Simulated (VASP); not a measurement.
Wanted: the native input for a VASP 6.6.1 run.

```
Task                   : band structure
Functional             : TB-mBJ
Potentials or basis    : VASP PAW PBE potentials, release 64 (B, As)
Cutoff                 : 520 eV
k mesh                 : 10 × 10 × 10
Occupations            : gaussian, width 0.03 eV
Spin                   : no spin polarisation
Further INCAR settings : ALGO = Normal; EDIFF = 1e-06
```

BAs:

```
CELL_PARAMETERS angstrom
0.00000 2.38850 2.38850
2.38850 0.00000 2.38850
2.38850 2.38850 0.00000
ATOMIC_POSITIONS crystal
B 0.00000 0.00000 0.00000
As 0.25000 0.25000 0.25000
```

These files were run (other wordings do the same):

POSCAR

```
BAs                                     
1.0
    0.0000000000      2.3885000000      2.3885000000
    2.3885000000      0.0000000000      2.3885000000
    2.3885000000      2.3885000000      0.0000000000
  B               As            
     1     1
Direct
     0.0000000000000000    0.0000000000000000    0.0000000000000000
     0.2500000000000000    0.2500000000000000    0.2500000000000000
```

INCAR.step1

```
SYSTEM = BAs
ALGO     = Normal         ! electronic algorithm
EDIFF    = 1E-5           ! SCF threshold, eV
ENCUT    = 520            ! plane-wave cutoff, eV
GGA      = PE             ! functional
ISIF     = 2              ! what is computed and relaxed
ISMEAR   = 0              ! smearing method
LASPH    = .True.         ! aspherical terms in the spheres
LCHARG   = .False.        ! write CHGCAR
LREAL    = .False.        ! projectors in reciprocal space
LWAVE    = .True.         ! write WAVECAR
NELM     = 80             ! most SCF steps
PREC     = Accurate       ! precision mode
SIGMA    = 0.03           ! smearing width, eV
```

INCAR.step2

```
SYSTEM = BAs
ALGO     = Normal         ! electronic algorithm
EDIFF    = 1E-6           ! SCF threshold, eV
ENCUT    = 520            ! plane-wave cutoff, eV
ISIF     = 2              ! what is computed and relaxed
ISMEAR   = 0              ! smearing method
ISTART   = 1            
LASPH    = .True.         ! aspherical terms in the spheres
LCHARG   = .False.        ! write CHGCAR
LREAL    = .False.        ! projectors in reciprocal space
LWAVE    = .False.        ! write WAVECAR
METAGGA  = MBJ            ! meta-GGA
NELM     = 80             ! most SCF steps
PREC     = Accurate       ! precision mode
SIGMA    = 0.03           ! smearing width, eV
```

KPOINTS

```
k-points
0
Gamma
  10 10 10
  0 0 0
```

KPOINTS_OPT

```
explicit points
302
Reciprocal
 0.0000000000  0.0000000000  0.0000000000 1
 0.0263157895  0.0000000000  0.0263157895 1
 0.0526315789  0.0000000000  0.0526315789 1
 0.0789473684  0.0000000000  0.0789473684 1
 0.1052631579  0.0000000000  0.1052631579 1
 0.1315789474  0.0000000000  0.1315789474 1
[... 294 lines left out ...]
 0.5094080200  0.0188160500  0.5094080200 1
 0.4905919800 -0.0188160500  0.4905919800 1
```

Potentials or basis: VASP PAW PBE potentials, release 64 (B, As).

The run is started by

```bash
$ cat potpaw_PBE.64/B/POTCAR potpaw_PBE.64/As/POTCAR > POTCAR
$ cp INCAR.step1 INCAR
$ mpirun -np 1 vasp_std > vasp.out
$ cp INCAR.step2 INCAR
$ mpirun -np 1 vasp_std > vasp.out
```

It gave:

- Band gap on the k mesh: 1.75 eV, indirect (least direct gap 3.79 eV)
- Band gap along the path: 1.75 eV, indirect (least direct gap 3.79 eV)

Wall time 56 s on 1 thread of Intel(R) Xeon(R) Platinum 8375C CPU @ 2.90GHz (Ice Lake), on a shared host, peak memory 0.17 GiB.
